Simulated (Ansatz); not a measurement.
## GaAs wire along [110], 42 atoms a period, H-terminated: bands by functional and under strain

Wanted: the relaxed geometry and the bands of the GaAs wire along [110], 42 atoms a period, H-terminated.

Calculated with Ansatz 0.2.0; DFT PBE, plane waves, PAW; relaxation of a wire's period; PAW set soft_1, in the first sound run; inputs show where later runs differ.

**1. Set-up**

The cell holds 62 atoms: 21 As, 20 H and 21 Ga. Its edges and angles: a = 24.420 Å, b = 25.644 Å, c = 4.066 Å, α = 90.0°, β = 90.0°, γ = 90.0°. Vacuum lies along a and b. The structure's axis is c.

**2. Relaxing the period**

Band widths follow the bond lengths, so the wire is relaxed first. The atoms and the third cell vector are free; the box across stays fixed as vacuum. A Fermi-Dirac smearing is set since the result may be a metal. The pressure printed is a third of the stress's trace over the whole box, vacuum included; only the stress along the axis is relaxed.

input.yaml

```yaml
crystal:
  lattice:
    - [24.42, 0.0, 0.0]
    - [0.0, 25.644, 0.0]
    - [0.0, 0.0, 4.0658639918]
  atoms:
    - { symbol: As, position: [0.175876041, 0.42071676, 0.0] }
    - { symbol: H, position: [0.197386548, 0.291134924, 0.0] }
    - { symbol: Ga, position: [0.234741725, 0.341441608, 0.0] }
    - { symbol: Ga, position: [0.234741725, 0.499991912, 0.0] }
    - { symbol: As, position: [0.411338776, 0.262166456, 0.0] }
    - { symbol: As, position: [0.411338776, 0.42071676, 0.0] }
    - { symbol: H, position: [0.432849283, 0.867399203, 0.0] }
    - { symbol: Ga, position: [0.47020446, 0.341441608, 0.0] }
    - { symbol: Ga, position: [0.47020446, 0.182891304, 0.0] }
    - { symbol: Ga, position: [0.47020446, 0.499991912, 0.0] }
    - { symbol: As, position: [0.646801512, 0.262166456, 0.0] }
    - { symbol: As, position: [0.646801512, 0.42071676, 0.0] }
    - { symbol: H, position: [0.683447413, 0.212814962, 0.0] }
    - { symbol: Ga, position: [0.705667196, 0.341441608, 0.0] }
    - { symbol: Ga, position: [0.705667196, 0.499991912, 0.0] }
    - { symbol: H, position: [0.86075374, 0.42071676, 0.182708374] }
    - { symbol: H, position: [0.86075374, 0.579267064, 0.182708374] }
    - { symbol: H, position: [0.139230139, 0.42071676, 0.311267102] }
    - { symbol: H, position: [0.139230139, 0.579267064, 0.311267102] }
    - { symbol: As, position: [0.293607409, 0.341441608, 0.5] }
    - { symbol: As, position: [0.293607409, 0.658542215, 0.5] }
    - { symbol: As, position: [0.293607409, 0.499991912, 0.5] }
    - { symbol: H, position: [0.315117915, 0.211859772, 0.5] }
    - { symbol: H, position: [0.315117915, 0.788124051, 0.5] }
    - { symbol: Ga, position: [0.352473092, 0.262166456, 0.5] }
    - { symbol: Ga, position: [0.352473092, 0.42071676, 0.5] }
    - { symbol: Ga, position: [0.352473092, 0.579267064, 0.5] }
    - { symbol: Ga, position: [0.352473092, 0.737817367, 0.5] }
    - { symbol: As, position: [0.529070144, 0.341441608, 0.5] }
    - { symbol: As, position: [0.529070144, 0.182891304, 0.5] }
    - { symbol: As, position: [0.529070144, 0.658542215, 0.5] }
    - { symbol: As, position: [0.529070144, 0.499991912, 0.5] }
    - { symbol: As, position: [0.529070144, 0.817092519, 0.5] }
    - { symbol: H, position: [0.565716046, 0.13353981, 0.5] }
    - { symbol: H, position: [0.565716046, 0.866444013, 0.5] }
    - { symbol: Ga, position: [0.587935828, 0.262166456, 0.5] }
    - { symbol: Ga, position: [0.587935828, 0.42071676, 0.5] }
    - { symbol: Ga, position: [0.587935828, 0.579267064, 0.5] }
    - { symbol: Ga, position: [0.587935828, 0.737817367, 0.5] }
    - { symbol: As, position: [0.764532879, 0.341441608, 0.5] }
    - { symbol: As, position: [0.764532879, 0.658542215, 0.5] }
    - { symbol: As, position: [0.764532879, 0.499991912, 0.5] }
    - { symbol: H, position: [0.801178781, 0.292090114, 0.5] }
    - { symbol: H, position: [0.801178781, 0.707893709, 0.5] }
    - { symbol: Ga, position: [0.823398563, 0.42071676, 0.5] }
    - { symbol: Ga, position: [0.823398563, 0.579267064, 0.5] }
    - { symbol: H, position: [0.139230139, 0.42071676, 0.688732898] }
    - { symbol: H, position: [0.139230139, 0.579267064, 0.688732898] }
    - { symbol: H, position: [0.86075374, 0.42071676, 0.817291626] }
    - { symbol: H, position: [0.86075374, 0.579267064, 0.817291626] }
    - { symbol: As, position: [0.175876041, 0.579267064, 0.0] }
    - { symbol: H, position: [0.197386548, 0.708848899, 0.0] }
    - { symbol: Ga, position: [0.234741725, 0.658542215, 0.0] }
    - { symbol: As, position: [0.411338776, 0.579267064, 0.0] }
    - { symbol: As, position: [0.411338776, 0.737817367, 0.0] }
    - { symbol: H, position: [0.432849283, 0.13258462, 0.0] }
    - { symbol: Ga, position: [0.47020446, 0.658542215, 0.0] }
    - { symbol: Ga, position: [0.47020446, 0.817092519, 0.0] }
    - { symbol: As, position: [0.646801512, 0.579267064, 0.0] }
    - { symbol: As, position: [0.646801512, 0.737817367, 0.0] }
    - { symbol: H, position: [0.683447413, 0.787168861, 0.0] }
    - { symbol: Ga, position: [0.705667196, 0.658542215, 0.0] }
kpoints:
  mp_grid: { grid: [1, 1, 20] }
scf:
  occupations: { method: fermi_dirac, width: 0.05 }
hamiltonian:
  xc: pbe
  pseudopotentials: { kind: paw, azcp: { folder: soft_1 } }
relax:
  cell: { fix: [a, b, alpha, beta, gamma] }
  max_steps: 45
  f_tol: 0.03
```

Launch:

```bash
$ ansatz run input.yaml --threads 16 --pin off --max-ram 61440MiB --backend cuda --events-out ev --progress --plain --runs-dir out --max-vram 78GiB
```

Numbers of over 12 decimals in the logs are rounded to 6 here.

The log of the run:

```text
Engine: ansatz 0.2.0, aarch64-unknown-linux-gnu
Pseudopotentials: kind: paw
Pseudopotential: As, paw, valence charge 15, recommended cutoff 420 eV (normal), soft_1/As.paw.azcp
Pseudopotential: H, paw, valence charge 1, recommended cutoff 420 eV (normal), soft_1/H.paw.azcp
Pseudopotential: Ga, paw, valence charge 13, recommended cutoff 420 eV (normal), soft_1/Ga.paw.azcp
Functional definition: PBE
  parameter kappa = 0.804
  parameter beta = 0.066725
  exchange = pbe_x(kappa = kappa, mu = beta*pi^2/3)
  correlation = pbe_c(beta = beta)
[...]
Crystal: 62 atoms, lattice volume = 2546.152 Å³
Basis set: ecut = 420 eV, 49757 PW (Γ), exchange–correlation on 360×360×60 points (8 copies of the dense FFT grid, shifted against one another)
Bands: 366, of which v1, the nominal top of the filled ones, is band 304 counted from 1 (303 counted from 0)
Symmetry: 4 space group operations
Space group: Pmm2 (ITA 25), of the structure as read, at distance tolerance 1.4e-4 Å
k-points: 11 of 20
Non-local potential: As, projectors of the file, l = 0: 2, l = 1: 2, l = 2: 3, l = 3: 1
Non-local potential: H, projectors of the file, l = 0: 2, l = 1: 1
Non-local potential: Ga, projectors of the file, l = 0: 2, l = 1: 2, l = 2: 3, l = 3: 1
PAW form: soft (Blöchl's): semilocal exchange-correlation on the pseudo side does not see the compensation charge
PAW one-centre angular grid: As, 590 points (default); XC on 64 Gauss nodes
PAW one-centre angular grid: H, 110 points (default); XC on 64 Gauss nodes
PAW one-centre angular grid: Ga, 590 points (default); XC on 64 Gauss nodes
Initial density: superposition of atomic densities (neutral atoms: chi_scale 0, normalization atom)
Initial wavefunctions: pseudopotential atomic-orbital guess
[...]
Functional: x = pbe(κ = 0.804, μ = 0.219515), c = pbe(β = 0.066725)
SCF iter   1: F=—  HF=-181753.517122 eV  |F-HF|=—  |Δ(HF+E_count)|=         —  Δρ=3.32e-2  dr2=3.07e1  ethr=3.10e-3  ⟨swp⟩=5.8  Hψ=15284  notcnv=0  defer=218
preconditioner: auto → Resta (q_TF=auto, 2.149 Å⁻¹)  ε∞=2.2  [insulator: Δε(μ)=1.227 eV  Ē_g=13.581 eV  σ=0.050 eV  W_gap=1.00  n_scr=462 (ndim 8)  ℏωp=14.7 eV  f_vac=0.517  D(μ)=0.00/eV (n_scr^D=0)  ε∞_Penn≈2.2  vacuum switching on, ρ_ref=1.3e-2 e/Å³]
SCF iter   2: F=—  HF=-181746.963855 eV  |F-HF|=—  |Δ(HF+E_count)|=    6.55e0  Δρ=1.57e-2  dr2=1.05e1  ethr=3.10e-3  ⟨swp⟩=3.0  Hψ=5443  notcnv=0  defer=594
preconditioner: auto → LDOS  [insulator: Δε(μ)=0.127 eV  Ē_g=13.848 eV  σ=0.050 eV  W_gap=0.56  n_scr=462 (ndim 8)  ℏωp=14.7 eV  f_vac=0.526  D(μ)=2.81/eV (n_scr^D=8)  ε∞_Penn≈2.1  β→1.0]
SCF iter   3: F=—  HF=-181746.320565 eV  |F-HF|=—  |Δ(HF+E_count)|=   6.43e-1  Δρ=4.89e-3  dr2=5.44e0  ethr=1.73e-3  ⟨swp⟩=3.0  Hψ=5847  notcnv=0  defer=465
[...]
SCF iter  13: F=-181745.509360 eV  HF=-181745.509360 eV  |F-HF|=1.92e-8  |Δ(HF+E_count)|=   2.88e-7  Δρ=9.68e-7  dr2=8.12e-8  ethr=1.64e-11  ⟨swp⟩=2.4  Hψ=11946  notcnv=0
SCF 1 converged in 13 iterations: F = -181745.509360 eV  dr2 = 8.12e-8
  greatest PAW one-centre occupation: 0.999 electrons in one spin orbital (limit 2), on the As atom at site 0 (counted from 0), in its partial waves of l = 2
relax step   1: F+E_penalty+E_count = -181745.50936020 eV  Δ(F+E_penalty+E_count) = +0.000e0 eV  max|allowed force component| = 8.914e-1 eV/Å  Δτ_max = 0.0000 Å  P = -0.012 GPa  Ω = 2546.152 Å³  fix = [a, b, alpha, beta, gamma]  reactions: a -0.199, b -0.240 GPa  (13 SCF iters, dr2 threshold 1.00e-7 eV, accepted)
[...]
Crystal: 62 atoms, lattice volume = 2582.077 Å³
Basis set: ecut = 420 eV, 50365 PW (Γ), exchange–correlation on 360×360×60 points (8 copies of the dense FFT grid, shifted against one another)
[...]
iter 1 solved again at ethr=1.95e-4 eV; its pass at ethr=3.10e-3 eV (dr2=1.18e0 eV) is discarded
[...]
SCF iter   9: F=-181746.518143 eV  HF=-181746.518142 eV  |F-HF|=7.91e-7  |Δ(HF+E_count)|=   2.54e-6  Δρ=5.85e-6  dr2=8.15e-7  ethr=1.02e-9  ⟨swp⟩=4.0  Hψ=11255  notcnv=0
SCF 2 converged in 9 iterations: F = -181746.518143 eV  dr2 = 8.15e-7
  greatest PAW one-centre occupation: 0.999 electrons in one spin orbital (limit 2), on the As atom at site 50 (counted from 0), in its partial waves of l = 2
relax step   2: F+E_penalty+E_count = -181746.51814301 eV  Δ(F+E_penalty+E_count) = -1.009e0 eV  max|allowed force component| = 6.273e-1 eV/Å  Δτ_max = 0.1981 Å  P = -0.165 GPa  Ω = 2582.077 Å³  energy of the carried Pulay correction = -5.416e-3 eV  fix = [a, b, alpha, beta, gamma]  reactions: a -0.286, b -0.011 GPa  (9 SCF iters, dr2 threshold 6.20e-6 eV, accepted)
[...]
relax step   3: F+E_penalty+E_count = -181746.63630812 eV  Δ(F+E_penalty+E_count) = -1.182e-1 eV  max|allowed force component| = 1.950e-1 eV/Å  Δτ_max = 0.1097 Å  P = -0.050 GPa  Ω = 2583.899 Å³  energy of the carried Pulay correction = -5.689e-3 eV  fix = [a, b, alpha, beta, gamma]  reactions: a -0.068, b +0.002 GPa  (8 SCF iters, dr2 threshold 6.20e-6 eV, accepted)
[...]
relax step   4: F+E_penalty+E_count = -181746.64431098 eV  Δ(F+E_penalty+E_count) = -8.003e-3 eV  max|allowed force component| = 1.497e-1 eV/Å  Δτ_max = 0.1530 Å  P = +0.007 GPa  Ω = 2583.298 Å³  energy of the carried Pulay correction = -5.599e-3 eV  fix = [a, b, alpha, beta, gamma]  reactions: a +0.009, b +0.005 GPa  (8 SCF iters, dr2 threshold 2.38e-6 eV, accepted)
[...]
relax step   5: F+E_penalty+E_count = -181746.65784157 eV  Δ(F+E_penalty+E_count) = -1.353e-2 eV  max|allowed force component| = 8.526e-2 eV/Å  Δτ_max = 0.0558 Å  P = -0.008 GPa  Ω = 2582.035 Å³  energy of the carried Pulay correction = -5.410e-3 eV  fix = [a, b, alpha, beta, gamma]  reactions: a -0.029, b -0.006 GPa  (8 SCF iters, dr2 threshold 1.40e-6 eV, accepted)
[...]
relax step   6: F+E_penalty+E_count = -181746.66103724 eV  Δ(F+E_penalty+E_count) = -3.196e-3 eV  max|allowed force component| = 9.253e-3 eV/Å  Δτ_max = 0.0130 Å  P = -0.003 GPa  Ω = 2583.802 Å³  energy of the carried Pulay correction = -5.675e-3 eV  fix = [a, b, alpha, beta, gamma]  reactions: a -0.012, b +0.010 GPa  (7 SCF iters, dr2 threshold 4.54e-7 eV, accepted)
[...]
relax step   7: F+E_penalty+E_count = -181746.66704214 eV  Δ(F+E_penalty+E_count) = -6.005e-3 eV  max|allowed force component| = 9.227e-3 eV/Å  Δτ_max = 0.0000 Å  P = -0.002 GPa  Ω = 2583.802 Å³  fix = [a, b, alpha, beta, gamma]  reactions: a -0.011, b +0.010 GPa  stress off target by 5.09e-3 GPa on what of the cell is left free  SCF on the basis re-selected at this cell (its energy is not comparable with the rows above)  (10 SCF iters)
[...]
- [0.0, 0.0, 4.125987]
  atoms:
    - { symbol: As, position: [0.186425, 0.417945, 0] }
    - { symbol: H, position: [0.195068, 0.286490, 0] }
    - { symbol: Ga, position: [0.238891, 0.330930, 0] }
    - { symbol: Ga, position: [0.241104, 0.5, 0] }
    - { symbol: As, position: [0.410440, 0.261445, 0] }
    - { symbol: As, position: [0.411557, 0.420044, 0] }
    - { symbol: H, position: [0.431773, 0.871615, 0] }
    - { symbol: Ga, position: [0.469495, 0.339569, 0] }
    - { symbol: Ga, position: [0.465391, 0.180289, 0] }
    - { symbol: Ga, position: [0.470223, 0.5, 0] }
    - { symbol: As, position: [0.642049, 0.267955, 0] }
    - { symbol: As, position: [0.646091, 0.422721, 0] }
    - { symbol: H, position: [0.677004, 0.218611, 0] }
    - { symbol: Ga, position: [0.705622, 0.344644, 0] }
    - { symbol: Ga, position: [0.710098, 0.5, 0] }
    - { symbol: H, position: [0.862546, 0.420004, 0.174963] }
    - { symbol: H, position: [0.862546, 0.579996, 0.174963] }
    - { symbol: H, position: [0.144840, 0.422764, 0.272830] }
    - { symbol: H, position: [0.144840, 0.577236, 0.272830] }
    - { symbol: As, position: [0.295208, 0.339179, 0.5] }
    - { symbol: As, position: [0.295208, 0.660821, 0.5] }
    - { symbol: As, position: [0.297504, 0.5, 0.5] }
    - { symbol: H, position: [0.314038, 0.208686, 0.5] }
    - { symbol: H, position: [0.314038, 0.791314, 0.5] }
    - { symbol: Ga, position: [0.352566, 0.257612, 0.5] }
    - { symbol: Ga, position: [0.354045, 0.417992, 0.5] }
    - { symbol: Ga, position: [0.354045, 0.582008, 0.5] }
    - { symbol: Ga, position: [0.352566, 0.742388, 0.5] }
    - { symbol: As, position: [0.527678, 0.342833, 0.5] }
    - { symbol: As, position: [0.523200, 0.187197, 0.5] }
    - { symbol: As, position: [0.527678, 0.657167, 0.5] }
    - { symbol: As, position: [0.528065, 0.5, 0.5] }
    - { symbol: As, position: [0.523200, 0.812803, 0.5] }
    - { symbol: H, position: [0.561480, 0.140173, 0.5] }
    - { symbol: H, position: [0.561480, 0.859827, 0.5] }
    - { symbol: Ga, position: [0.584663, 0.263362, 0.5] }
    - { symbol: Ga, position: [0.588389, 0.421427, 0.5] }
    - { symbol: Ga, position: [0.588389, 0.578573, 0.5] }
    - { symbol: Ga, position: [0.584663, 0.736638, 0.5] }
    - { symbol: As, position: [0.762181, 0.349085, 0.5] }
    - { symbol: As, position: [0.762181, 0.650915, 0.5] }
    - { symbol: As, position: [0.766807, 0.5, 0.5] }
    - { symbol: H, position: [0.791694, 0.296524, 0.5] }
    - { symbol: H, position: [0.791694, 0.703476, 0.5] }
    - { symbol: Ga, position: [0.831429, 0.424008, 0.5] }
    - { symbol: Ga, position: [0.831429, 0.575992, 0.5] }
    - { symbol: H, position: [0.144840, 0.422764, 0.727170] }
    - { symbol: H, position: [0.144840, 0.577236, 0.727170] }
    - { symbol: H, position: [0.862546, 0.420004, 0.825037] }
    - { symbol: H, position: [0.862546, 0.579996, 0.825037] }
    - { symbol: As, position: [0.186425, 0.582055, 0] }
    - { symbol: H, position: [0.195068, 0.713510, 0] }
    - { symbol: Ga, position: [0.238891, 0.669070, 0] }
    - { symbol: As, position: [0.411557, 0.579956, 0] }
    - { symbol: As, position: [0.410440, 0.738555, 0] }
    - { symbol: H, position: [0.431773, 0.128385, 0] }
    - { symbol: Ga, position: [0.469495, 0.660431, 0] }
    - { symbol: Ga, position: [0.465391, 0.819711, 0] }
    - { symbol: As, position: [0.646091, 0.577279, 0] }
    - { symbol: As, position: [0.642049, 0.732045, 0] }
    - { symbol: H, position: [0.677004, 0.781389, 0] }
    - { symbol: Ga, position: [0.705622, 0.655356, 0] }
```

It took 30 s on 1 × NVIDIA GB200 with 16 threads of Arm Neoverse V2, shared host; peak memory 2 GiB; 3.7 min of CPU time.

Step by step:

```
step  energy less that of the first step (eV)  largest force component (eV/Å)  pressure (GPa)  volume (Å³)
   1                                   0.0000                          0.8914           -0.01      2546.15
   2                                  -1.0088                          0.6273           -0.16      2582.08
   3                                  -1.1269                          0.1950           -0.05      2583.90
   4                                  -1.1350                          0.1497            0.01      2583.30
   5                                  -1.1485                          0.0853           -0.01      2582.04
   6                                  -1.1517                          0.0093            0.00      2583.80
   7                                  -1.1577                          0.0092            0.00      2583.80
```

Forces are held to the 4 operations that the run works with; a distortion that breaks them can't arise in this run.

```
cell as run  before  after  change
      c (Å)   4.066  4.126  +1.5 %
```

The atoms that moved most (Å, along periodic axes as changes of fractional coordinates times the final cell, across vacuum about the mean position):

| atom | dx | dy | dz | length |
| --- | --- | --- | --- | --- |
| Ga53 | 0.101 | 0.270 | 0.000 | 0.288 |
| Ga3 | 0.101 | -0.270 | 0.000 | 0.288 |
| As1 | 0.258 | -0.071 | 0.000 | 0.267 |
| As51 | 0.258 | 0.071 | 0.000 | 0.267 |
| H43 | -0.232 | 0.113 | 0.000 | 0.258 |
| H44 | -0.232 | -0.113 | 0.000 | 0.258 |
| H13 | -0.157 | 0.148 | 0.000 | 0.216 |
| H61 | -0.157 | -0.148 | 0.000 | 0.216 |

Numbers from this step:

```
energy at zero smearing    : -181746.6662 eV
cell length along the wire : 4.126 Å
```

The cell's length comes to 4.126 Å with spin left out.

(Part 1 of 3 ends here.)

[Logs are printed without paths, hosts, clocks, repeated set-up lines and the standing remarks that a program may print on its own settings, such as how far it seeks lower states.]

[Hosts, paths, dates, database ids (printed as entryN), source tags and the programs' standing remarks are cut or masked in the printed files.]
